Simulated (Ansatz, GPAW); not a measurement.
## One calculation of Zn, 3 ways

```xyz
1
Lattice="-1.5690 1.5690 1.5690 1.5690 -1.5690 1.5690 1.5690 1.5690 -1.5690" Properties=species:S:1:pos:R:3 pbc="T T T"
Zn    0.0000    0.0000    0.0000
```

This isn't the form of Zn at room conditions, which is hcp.

Alike in all runs: task single point; functional LDA; k mesh 12 × 12 × 12; occupations gaussian, width 0.02 eV; no spin polarisation; no spin-orbit coupling. LDA stands for any of its common fits. Pressure is positive in compression and, in plane waves, holds the error of the finite cutoff, which Ansatz's Pulay term estimates and takes out.

| program and potentials | plane-wave cutoff (eV) | notes | band gap (eV) | pressure (GPa) |
| --- | --- | --- | --- | --- |
| Ansatz, Ansatz PAW | 420 | potentials made for PBE, which Ansatz adapts in part; Pulay term of +0.05 GPa included | no gap | -8.31 |
| Ansatz, all-electron LAPW, scalar-relativistic | - | - | no gap | -8.30 |
| GPAW, the program's PAW data sets (release 1.2.1) made for this functional | 600 | - | no gap | -8.65 |

None finds a gap. The pressure spans -8.65 (GPAW, the program's PAW data sets (release 1.2.1) made for this functional) to -8.30 GPa (Ansatz, all-electron LAPW, scalar-relativistic), with all-electron results at -8.30.

Differences between rows come from potentials, basis sets and numerical settings, since the functional is the same but for its coding. Runs on potential files found faulty are left out.

All three calculations put bcc Zn in tension at this volume, so LDA favours a smaller cell. This fits the functional's usual overbinding, which draws atoms too close together in metals with a filled d shell as in many others. The stretch is relative to the LDA equilibrium and needn't mean that the cell is expanded relative to a real bcc phase.

The metallic character is also expected. Two valence electrons per atom could in principle fill a band, but the broad 4s and 4p bands overlap and leave a Fermi surface, while the 3d shell is full and lies well below it.

The Ansatz PAW pressure of -8.31 GPa all but matches the all-electron -8.30 GPa, whereas GPAW gives a somewhat more negative value, perhaps through its treatment of the compact 3d shell. The sign of the pressure is safe against that spread. A single volume of one structure doesn't show how far bcc lies above hcp in energy, or whether it is mechanically stable.
